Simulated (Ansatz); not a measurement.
Runs of Ansatz 0.2.0 on B. It takes space group Pm-3m (No. 221, cubic). Conventional cell: a = 1.885 Å, b = 1.885 Å, c = 1.885 Å, α = 90.00°, β = 90.00°, γ = 90.00°. B (site symmetry m-3m) is surrounded by 6 B at 1.89 Å. The cell was built by a generator and needn't be a form met in nature.

```csv
task,level,potentials or basis,cell,k mesh,points for each segment of the path,screening (1/Å),share of exact exchange,mesh quality,gap on the mesh (eV),pressure (GPa),relaxed volume (Å³/atom)
relaxation of cell and atoms,PBEsol0,Ansatz PAW,relaxed,7 × 7 × 7,-,-,-,coarse,none,-,6.52
relaxation of cell and atoms,HF,Ansatz PAW,relaxed,7 × 7 × 7,-,-,-,coarse,none,-,6.91
band structure,RPBE,Ansatz PAW,as given,14 × 14 × 14,14,-,-,not flagged,none,4.0,-
single point,B3LYP,Ansatz PAW,as given,7 × 7 × 7,-,-,-,coarse,none,-,-
single point,HSE06 form with a typed share of exact exchange,Ansatz PAW,as given,7 × 7 × 7,-,0.4,0.25,coarse,none,-,-
relaxation of cell and atoms,HSEsol,Ansatz PAW,relaxed,7 × 7 × 7,-,-,-,coarse,none,-,6.52
single point,HSE06 form with a typed share of exact exchange,Ansatz PAW,as given,7 × 7 × 7,-,0.15,0.25,coarse,none,-,-
band structure,HSEsol,Ansatz PAW,as given,7 × 7 × 7,4,-,-,coarse,none,-,-
band structure,LDA,Ansatz PAW,as given,14 × 14 × 14,14,-,-,not flagged,none,(a),-
relaxation of cell and atoms,B3LYP,Ansatz PAW,relaxed,7 × 7 × 7,-,-,-,coarse,none,-,6.73
band structure,PBE,Ansatz PAW,as given,14 × 14 × 14,14,-,-,not flagged,none,(b),-
```

Alike in all rows: no spin polarisation; cutoff (eV) 420; smearing fermi-dirac 0.05 eV.

Fill in the values left out.

(a) -7.4; (b) 0.3.

Caveats: some runs use coarse meshes; the PAW data sets come from PBE, with cores solved anew for the run's functional, which leaves a small shift of forces and pressure (some runs); the plane-wave basis is chosen anew once the cell has moved, so the energies of steps on either side of that aren't comparable (some runs); the potentials were made for another functional, which shifts forces and pressure (some runs).

A k mesh can miss the band edges.

A gap of «none» marks a metal or a gap under the smearing width.

Not every run made on this cell is shown here.
